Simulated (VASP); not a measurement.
A run of VASP 6.6.1:

Contents of INCAR:

```
SYSTEM = Rb
PREC = Accurate
ENCUT = 520
EDIFF = 1E-6
ISMEAR = -1
SIGMA = 0.1
LREAL = .False.
LASPH = .True.
NELM = 100
ALGO = Normal
ISIF = 2
LWAVE = .False.
LCHARG = .True.
LELF = .True.
LVHAR = .True.
NBANDS = 10
```

KPOINTS

```
Automatic mesh
0
Gamma
  9 9 9
  0 0 0
```

Contents of POSCAR:

```
Rb
1.0
    0.0000000000      3.5275662884      3.5275662884
    3.5275662884      0.0000000000      3.5275662884
    3.5275662884      3.5275662884      0.0000000000
Rb
1
Direct
    0.0000000000      0.0000000000      0.0000000000
```

Potentials or basis: VASP PAW LDA potentials, release 64 (Rb_sv).

Run with:

```console
$ cat potpaw_LDA.64/Rb_sv/POTCAR > POTCAR
$ mpirun -np 1 vasp_std > vasp.out
```

Hardware: 1 thread of Intel(R) Xeon(R) Platinum 8488C (Sapphire Rapids), with other jobs on the host.

Question: Estimate the wall time of this run.

Answer: Wall time 24 s on 1 thread of Intel(R) Xeon(R) Platinum 8488C (Sapphire Rapids), on a shared host, peak memory 0.19 GiB. Counts: scf iterations 10, k points 35.
